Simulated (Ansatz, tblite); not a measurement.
# PtSe₂ with GFN2-xTB from a Python script

These are simulated results from tblite 0.8.0, not measurements. The cell was built from a prototype and was relaxed with r2SCAN in plane waves (Ansatz 0.2.0). Not every such cell is a known phase. All runs are without spin polarisation.

Space group P4_2/mnm (No. 136), tetragonal; conventional cell a = 5.746 Å, c = 3.981 Å, 21.91 Å³ an atom. Around Pt lie 6 Se at 2.51–2.52 Å; around Se lie 3 Pt at 2.51–2.52 Å.

tblite solves periodic systems at the zone centre alone, so the script builds a cluster of 2×2×3 conventional cells (72 atoms), which folds in a coarse mesh of k points.

The script, run.py:

```python
import json
from ase import Atoms
from ase.build import make_supercell
from ase.units import Bohr, GPa, Hartree
from tblite.interface import Calculator

atoms = Atoms(['Pt', 'Pt', 'Se', 'Se', 'Se', 'Se'],
              cell=[[5.74649732, 0.0, 0.0], [0.0, 5.74649732, 0.0], [0.0, 0.0, 3.98136284]],
              scaled_positions=[[0.0, 0.0, 0.0], [0.5, 0.5, 0.5], [0.309231086, 0.309231086, 0.0], [0.190768914, 0.809231086, 0.5], [0.809231086, 0.190768914, 0.5], [0.690768914, 0.690768914, 0.0]],
              pbc=True)
cluster = make_supercell(atoms, [[2, 0, 0], [0, 2, 0], [0, 0, 3]])
calc = Calculator('GFN2-xTB', cluster.numbers, cluster.positions / Bohr, lattice=cluster.cell[:] / Bohr, periodic=cluster.pbc)
calc.set('temperature', 0.02 / Hartree)
calc.set('max-iter', 150)
res = calc.singlepoint()
levels = res.get('orbital-energies') * Hartree
nv = round(res.get('orbital-occupations').sum() / 2)
cells = len(cluster) // len(atoms)
out = {'energy_per_cell': res.get('energy') * Hartree / cells, 'homo': levels[nv - 1], 'lumo': levels[nv],
       'stress': (-res.get('virial') * Hartree / cluster.get_volume() / GPa).tolist(), 'charges': res.get('charges')[:len(atoms)].tolist(), 'electrons': 2 * nv / cells}
json.dump(out, open('results.json', 'w'))
for key, value in out.items():
    print(key, value)
```

Command: `python run.py`. It took 7.8 s on 1 thread of Arm Neoverse V2, with other jobs on the host, peak memory 0.15 GiB.

Output:

```
------------------------------------------------------------
  cycle        total energy    energy error   density error
------------------------------------------------------------
      1     -263.5306115142  -2.6398707E+02   5.2944310E-01
      2     -263.3970141272   1.3359739E-01   1.6410700E-01
      3     -262.6821764431   7.1483768E-01   1.9976561E-01
      4     -264.2396984046  -1.5575220E+00   3.5583216E-02
      5     -264.2118379217   2.7860483E-02   3.6248899E-02
      6     -263.2201399395   9.9169798E-01   1.3179004E-01
      7     -264.1784531407  -9.5831320E-01   3.9786481E-02
      8     -264.0324862797   1.4596686E-01   5.6566838E-02
      9     -264.1910471705  -1.5856089E-01   3.2685717E-02
     10     -264.2228436369  -3.1796466E-02   2.2068559E-02
     11     -264.1897058567   3.3137780E-02   3.0235633E-02
     12     -264.2365844364  -4.6878580E-02   1.4362243E-02
     13     -264.2298982050   6.6862314E-03   1.7781576E-02
     14     -264.2428766326  -1.2978428E-02   6.4226262E-03
     15     -264.2342393407   8.6372919E-03   1.2188918E-02
     16     -264.2405722139  -6.3328732E-03   7.6873030E-03
     17     -264.2431340769  -2.5618631E-03   4.0694299E-03
     18     -264.2435252419  -3.9116496E-04   2.3898622E-03
     19     -264.2435279886  -2.7466818E-06   2.0456024E-03
     20     -264.2436164074  -8.8418853E-05   1.8543746E-03
     21     -264.2436844565  -6.8049036E-05   1.1542945E-03
     22     -264.2437192619  -3.4805436E-05   6.4417354E-04
     23     -264.2437225039  -3.2420203E-06   3.9531985E-04
     24     -264.2437234461  -9.4215045E-07   3.4382392E-04
     25     -264.2437216993   1.7467646E-06   4.1410841E-04
     26     -264.2437199913   1.7080599E-06   4.6751994E-04
     27     -264.2437205852  -5.9396046E-07   4.3183604E-04
     28     -264.2437201877   3.9755662E-07   4.0440157E-04
     29     -264.2437230792  -2.8915635E-06   2.2994672E-04
     30     -264.2437239462  -8.6699049E-07   1.7337349E-04
     31     -264.2437241458  -1.9963124E-07   1.4146849E-04
     32     -264.2437244242  -2.7837217E-07   1.0904338E-04
     33     -264.2437245463  -1.2205237E-07   9.0489993E-05
     34     -264.2437246694  -1.2309386E-07   6.7970958E-05
     35     -264.2437247113  -4.1957378E-08   4.7721112E-05
     36     -264.2437247260  -1.4656507E-08   2.7763804E-05
     37     -264.2437247552  -2.9246507E-08   1.3066681E-05
------------------------------------------------------------

 total:                                   7.247 sec
energy_per_cell -599.203166569261
homo -10.252574733752033
lumo -10.252571016033901
stress [[4.142401395922255, 1.0106978505173751e-05, 1.83460036950679e-07], [1.0106978505061674e-05, 4.142401395904935, 1.8343544800773917e-07], [1.8346003688026136e-07, 1.8343544801939251e-07, 5.885652579579851]]
charges [-0.2645926378769634, -0.26460322887510923, 0.13231756955741816, 0.13233550595711993, 0.13233551110703873, 0.13230803119042517]
electrons 44.0
```

The cycle table is in hartree for the whole cluster, and the lines after it are in eV (the energy for one cell). The printed stress is in GPa and positive in compression, and the pressure is its mean diagonal.

GFN2-xTB gives no gap at the points read. On the same cell, plane-wave PBE (Ansatz, 4×4×6 k points and the special points) gives no gap (an overlap of 0.56 eV at the points read) and r2SCAN no gap (an overlap of 0.54 eV at the points read); on shared hosts these took about 11 and 30 core-seconds on the 6-atom cell, against 7.8 for the script. Spin-orbit coupling, left out in all these runs, can cut or reorder the gap by tenths of an eV, up to about 1 eV with Pb or Bi.

The same script was run on cells scaled at fixed shape and fractional coordinates:

| volume (Å³/atom) | energy (meV/atom) | pressure (GPa, positive in compression) | gap (eV) |
| --- | --- | --- | --- |
| 19.28 | 183.4 | 19.16 | 0.00 |
| 20.60 | 62.6 | 10.72 | 0.00 |
| 21.91 | 0.0 | 4.72 | 0.00 |
| 23.23 | -20.6 | 0.58 | 0.00 |
| 24.54 | -11.1 | -2.88 | 0.00 |

A Birch-Murnaghan fit puts the minimum at 23.40 Å³/atom, 6.8 % above the given cell, with a bulk modulus of 62.1 GPa at fixed shape.

xTB was fitted mostly to molecules, and a small cluster samples few k points, so gaps, pressures and kinks along a curve can be far from a solid's.

No spin-orbit coupling is included; it can move band edges with weight on the heavy atoms by tenths of an eV.
